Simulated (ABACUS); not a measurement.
# Pt (Fm-3m) in ABACUS: notebook

One crystal, Pt, is run at these levels: PBE, BLYP; tasks: single point, relaxation of cell and atoms.

Program: ABACUS 3.10.1. These are calculated values, not measurements. Logs are shortened: lines on timing, memory, paths and dates and some standing lists are left out, and cuts for length are marked.

### Step 1. The crystal as given

It takes space group Fm-3m (No. 225, cubic). Conventional cell: a = 3.922 Å, b = 3.922 Å, c = 3.922 Å, α = 90.00°, β = 90.00°, γ = 90.00°. Around Pt (site symmetry m-3m) lie 12 Pt at 2.77 Å.

### Step 2. Single point, PBE

Input file INPUT:

```
INPUT_PARAMETERS
suffix              Pt
calculation         scf
basis_type          lcao
pseudo_dir          ./
orbital_dir         ./
symmetry            1
dft_functional      pbe
ecutwfc             100
pseudo_rcut         10
nspin               1
nbands              19
ks_solver           scalapack_gvx
smearing_method     fd
smearing_sigma      0.00367493
scf_thr             1e-07
scf_nmax            100
mixing_type         broyden
mixing_beta         0.7
cal_force           1
cal_stress          1
out_mul             1
out_chg             1
```

Input file STRU:

```
ATOMIC_SPECIES
Pt 195.0840 Pt.upf

NUMERICAL_ORBITAL
Pt_confined-atom_7au_3s2p2d1f.orb

LATTICE_CONSTANT
1.8897261246

LATTICE_VECTORS
0.0000000000 1.9609000000 1.9609000000
1.9609000000 0.0000000000 1.9609000000
1.9609000000 1.9609000000 0.0000000000

ATOMIC_POSITIONS
Cartesian

Pt
0.0
1
0.0000000000 0.0000000000 0.0000000000 1 1 1
```

Input file KPT:

```
K_POINTS
0
Gamma
11 11 11 0 0 0
```

Potentials or basis: Ansatz NC PBE, DZP LCAO (the cutoffs set its grid).

On the command line:

```bash
OMP_NUM_THREADS=1 mpirun -np 4 abacus > log
```

running log:

```text
[... set-up lines left out ...]
 LCAO ALGORITHM --------------- ION=   1  ELEC=   1--------------------------------

 Density error is 0.0553074854254
----------------------------------------------------------
     Energy           Rydberg                 eV
----------------------------------------------------------
 E_KohnSham     -260.9283335634      -3550.1121061076
 E_Harris       -263.6000157140      -3586.4622066003
 E_Fermi        1.8086157955         24.6074803119
----------------------------------------------------------

 LCAO ALGORITHM --------------- ION=   1  ELEC=   2--------------------------------

 Density error is 0.0162309730956
----------------------------------------------------------
     Energy           Rydberg                 eV
----------------------------------------------------------
 E_KohnSham     -260.9472861568      -3550.3699693694
 E_Harris       -260.0477969257      -3538.1317905360
 E_Fermi        1.7084253834         23.2443198221
----------------------------------------------------------

 LCAO ALGORITHM --------------- ION=   1  ELEC=   3--------------------------------

 Density error is 0.00413353465928
----------------------------------------------------------
     Energy           Rydberg                 eV
----------------------------------------------------------
 E_KohnSham     -260.9494468553      -3550.3993671801
 E_Harris       -261.0443767740      -3551.6909549846
 E_Fermi        1.7351459927         23.6078723624
----------------------------------------------------------

 LCAO ALGORITHM --------------- ION=   1  ELEC=   4--------------------------------

 Density error is 0.000152343951049
----------------------------------------------------------
     Energy           Rydberg                 eV
----------------------------------------------------------
 E_KohnSham     -260.9494621209      -3550.3995748790
 E_Harris       -260.9436806750      -3550.3209142724
 E_Fermi        1.7318332945         23.5628007906
----------------------------------------------------------

 LCAO ALGORITHM --------------- ION=   1  ELEC=   5--------------------------------

 Density error is 4.75795207487e-05
----------------------------------------------------------
     Energy           Rydberg                 eV
----------------------------------------------------------
 E_KohnSham     -260.9494622394      -3550.3995764923
 E_Harris       -260.9519958210      -3550.4340476385
 E_Fermi        1.7320616989         23.5659083923
----------------------------------------------------------

 LCAO ALGORITHM --------------- ION=   1  ELEC=   6--------------------------------

 Density error is 4.29664454693e-06
----------------------------------------------------------
     Energy           Rydberg                 eV
----------------------------------------------------------
 E_KohnSham     -260.9494622499      -3550.3995766341
 E_Harris       -260.9496980419      -3550.4027847489
 E_Fermi        1.7319976266         23.5650366439
----------------------------------------------------------

 LCAO ALGORITHM --------------- ION=   1  ELEC=   7--------------------------------

 Density error is 7.28372991825e-08
----------------------------------------------------------
     Energy           Rydberg                 eV
----------------------------------------------------------
 E_KohnSham     -260.9494622502      -3550.3995766391
 E_KS(sigma->0) -260.9488276465      -3550.3909424127
 E_Harris       -260.9494584489      -3550.3995249188
 E_band         -9.1570878537        -124.5885718963
 E_one_elec     -50.8671445131       -692.0830063680
 E_Hartree      37.9061916604        515.7401960616
 E_xc           -47.5460483825       -646.8971753851
 E_Ewald        -200.4411918076      -2727.1423224947
 E_entropy(-TS) -0.0012692074        -0.0172684528
 E_descf        0.0000000000         0.0000000000
 E_exx          0.0000000000         0.0000000000
 E_Fermi        1.7319910127         23.5649466580
----------------------------------------------------------

 charge density convergence is achieved
 final etot is -3550.3995766 eV
 EFERMI = 23.564946658 eV

 STATE ENERGY(eV) AND OCCUPATIONS    NSPIN == 1
 1/56 kpoint (Cartesian) = 0.0000 0.0000 0.0000 (438 pws)
       1       -74.9444     0.00150263
       2       -28.8725     0.00150263
       3       -28.8725     0.00150263
       4       -28.8725     0.00150263
       5        13.3987     0.00150263
       6        19.8102     0.00150263
       7        19.8102     0.00150263
       8        19.8102     0.00150263
       9        21.9821     0.00150263
      10        21.9821     0.00150263
      11        38.2654        0.00000
      12        43.3190        0.00000
      13        43.3190        0.00000
      14        43.3190        0.00000
      15        58.3381        0.00000
      16        58.3381        0.00000
      17        58.3381        0.00000
      18        58.4111        0.00000
      19        58.4111        0.00000

 2/56 kpoint (Cartesian) = 0.023180 0.023180 0.023180 (437 pws)
       1       -74.9418      0.0120210
       2       -28.9111      0.0120210
       3       -28.8780      0.0120210
       4       -28.8780      0.0120210
       5        13.7301      0.0120210
       6        19.6674      0.0120210
       7        19.9361      0.0120210
       8        19.9361      0.0120210
       9        21.9126      0.0120210
      10        21.9126      0.0120210
      11        38.7809        0.00000
      12        42.0911        0.00000
      13        43.8569        0.00000
      14        43.8569        0.00000
      15        53.3448        0.00000
      16        55.1801        0.00000
      17        55.1801        0.00000
      18        60.2643        0.00000
      19        60.2643        0.00000

 3/56 kpoint (Cartesian) = 0.046361 0.046361 0.046361 (436 pws)
       1       -74.9347      0.0120210
       2       -29.0138      0.0120210
       3       -28.8928      0.0120210
       4       -28.8928      0.0120210
       5        14.6309      0.0120210
       6        19.4123      0.0120210
       7        20.1672      0.0120210
       8        20.1672      0.0120210
       9        21.8860      0.0120210
      10        21.8860      0.0120210
      11        39.3478        0.00000
      12        39.9347        0.00000
      13        45.3565        0.00000
      14        45.3565        0.00000
      15        49.2143        0.00000
      16        51.2940        0.00000
      17        51.2940        0.00000
      18        61.1588        0.00000
      19        61.1588        0.00000

 4/56 kpoint (Cartesian) = 0.069541 0.069541 0.069541 (436 pws)
       1       -74.9255      0.0120210
       2       -29.1467      0.0120210
       3       -28.9122      0.0120210
       4       -28.9122      0.0120210
       5        15.6932      0.0120210
       6        19.5910      0.0120210
       7        20.1503      0.0120210
       8        20.1503      0.0120210
       9        22.2956      0.0120210
      10        22.2956      0.0120210
      11        36.2315        0.00000
      12        39.9440        0.00000
      13        46.5059        0.00000
      14        46.5059        0.00000
      15        48.5507        0.00000
      16        48.9040        0.00000
      17        48.9040        0.00000
      18        61.2967        0.00000
      19        61.2967        0.00000

 5/56 kpoint (Cartesian) = 0.092722 0.092722 0.092722 (436 pws)
       1       -74.9170      0.0120210
       2       -29.2673      0.0120210
       3       -28.9300      0.0120210
       4       -28.9300      0.0120210
       5        16.2155      0.0120210
       6        19.9333      0.0120210
       7        19.9333      0.0120210
       8        20.9013      0.0120210
       9        23.0201      0.0120208
      10        23.0201      0.0120208
      11        32.8459    2.92594e-83
      12        38.8295        0.00000
      13        44.3030        0.00000
      14        44.3030        0.00000
      15        51.2413        0.00000
      16        51.2413        0.00000
      17        52.0561        0.00000
      18        60.6532        0.00000
      19        60.6532        0.00000

 6/56 kpoint (Cartesian) = 0.11590 0.11590 0.11590 (441 pws)
       1       -74.9119      0.0120210
       2       -29.3382      0.0120210
       3       -28.9405      0.0120210
       4       -28.9405      0.0120210
       5        16.2717      0.0120210
       6        19.7719      0.0120210
       7        19.7719      0.0120210
       8        22.7662      0.0120210
       9        23.5669     0.00589202
      10        23.5669     0.00589202
      11        29.9851    2.06691e-58
      12        38.1045        0.00000
      13        42.7974        0.00000
      14        42.7974        0.00000
      15        53.7125        0.00000
      16        53.7125        0.00000
      17        54.0825        0.00000
      18        59.5187        0.00000
      19        59.5187        0.00000

[... levels at 50 further k points ...]

 correction force for each atom along direction 1 is 2.97516e-14
 correction force for each atom along direction 2 is -1.37791e-14
 correction force for each atom along direction 3 is 6.84383e-14
------------------------------------------------------------------------------------------
 TOTAL-FORCE (eV/Angstrom)
------------------------------------------------------------------------------------------
                       Pt1         0.0000000000         0.0000000000         0.0000000000
------------------------------------------------------------------------------------------

----------------------------------------------------------------
 TOTAL-STRESS (KBAR)
----------------------------------------------------------------
       113.8165776464        -0.0000000000        -0.0000000000
        -0.0000000000       113.8165776464        -0.0000000000
        -0.0000000000         0.0000000000       113.8165776464
----------------------------------------------------------------
 TOTAL-PRESSURE: 113.816578 KBAR

 --------------------------------------------
 !FINAL_ETOT_IS -3550.3995766390958124 eV
 --------------------------------------------
```

Wall time 6 s (4 MPI ranks of Intel Xeon Platinum 8259CL at 2.50GHz (Skylake/Cascade Lake), shared host); peak memory 0.36 GiB.

Results:

| Quantity | Value |
| --- | --- |
| Free energy | -3550.3996 eV |
| Pressure | 11.4 GPa |
| Band gap on the k mesh | none (metal or under the smearing width) |

Caveat: the atomic orbitals were generated for these runs and aren't a published set; the basis of atomic orbitals isn't converged, which shifts pressures, moduli and gaps.

(Part 1 of 3 ends here.)
